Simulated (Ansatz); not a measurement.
# BaS: a single-point run

The task is a single-point run on BaS. The structure is shown as the input types it. The cell is built on a prototype (wurtzite) and needn't be the phase found in nature.

Method: density functional or hybrid calculation with the settings of its input, plane waves (as first typed), in Ansatz 0.2.0.

1 further run of the same task is left out (for a known fault of the program). Runs told in other sessions of the task aren't counted.

## Step 1: Starting point

Symmetry: P6_3/mmc, No. 194, hexagonal system. Conventional cell: a = 5.382 Å, b = 5.382 Å, c = 6.383 Å, α = 90.00°, β = 90.00°, γ = 120.00°. Ba (site symmetry -6m2) has 5 S at 3.11 to 3.19 Å in its first shell of neighbours. S (site symmetry -6m2) has 5 Ba at 3.11 to 3.19 Å in its first shell of neighbours.

As a file:

```xyz
4
Lattice="5.3819 0.0000 0.0000 -2.6909 4.6608 0.0000 0.0000 0.0000 6.3833" Properties=species:S:1:pos:R:3 pbc="T T T"
Ba    0.0000    3.1072   -0.3990
Ba    2.6909    1.5536    2.7927
S     0.0000    3.1072    2.7927
S     2.6909    1.5536    5.9844
```

## Step 2: Input and run

input.yaml reads:

```yaml
crystal:
  lattice:
    - [5.3818560826, 0.0, 0.0]
    - [-2.6909280413, 4.660824087, 0.0]
    - [0.0, 0.0, 6.3833234887]
  atoms:
    - { symbol: Ba, position: [0.3333333333, 0.6666666667, -0.0625] }
    - { symbol: Ba, position: [0.6666666667, 0.3333333333, 0.4375] }
    - { symbol: S, position: [0.3333333333, 0.6666666667, 0.4375] }
    - { symbol: S, position: [0.6666666667, 0.3333333333, 0.9375] }
kpoints:
  mp_grid: { grid: [6, 6, 4] }
hamiltonian:
  xc: pbe
scf:
  occupations: { method: fixed }
  n_extra_bands: 5
  max_iter: 1
output:
  forces: true
  stress: true
  eigenvalues: true
```

Started as:

```
$ ansatz run input.yaml --threads 4 --pin off --max-ram 3686MiB --backend cpu --events-out ev --progress --plain --runs-dir out
```

Q: Will this input give a usable result? If not, why, and what should change?

The SCF did not converge in 1 cycle. The density residual dr2 stood at 9.1e-4 eV (threshold 1.0e-7). Its numbers are not properties of the system.

In the input, scf.max_iter is 1. The run was allowed too few self-consistency cycles to reach its threshold.

Fix: delete scf.max_iter (the default then holds).
